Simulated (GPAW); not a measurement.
Crystal: ZnS (Wurtzite-2H).

```
Zn S
1.0
     3.81100    0.00000    0.00000
    -1.90550    3.30042    0.00000
     0.00000    0.00000    6.23400
Zn S
2 2
Direct
  0.66667 0.33333 0.50000
  0.33333 0.66667 0.00000
  0.66667 0.33333 0.88500
  0.33333 0.66667 0.38500
```

Base run:

| Item | Value |
| --- | --- |
| Program | GPAW 26.7.0 |
| Functional | r4SCAN |
| Potentials or basis | GPAW PAW data sets (gpaw-data 1.2.1) |
| Cutoff | 600 eV |
| Basis | pw |
| k mesh | 6 × 6 × 3 |
| Occupations | fermi-dirac, width 0.05 eV |
| Spin | no spin polarisation |

Its results: band gap on the k mesh 2.75 eV, direct; pressure -0.9 GPa; largest force 0.325 eV/Å.

Problem. The run is repeated on the same cell with these changes: functional from r4SCAN to r2SCAN. What comes out?

Solution. Band gap on the k mesh 2.82 eV, direct; pressure -0.3 GPa; largest force 0.313 eV/Å.

Caveats: the PAW data sets were made with another functional, which shifts forces and pressure a little.

Not every run made on this cell is shown here.
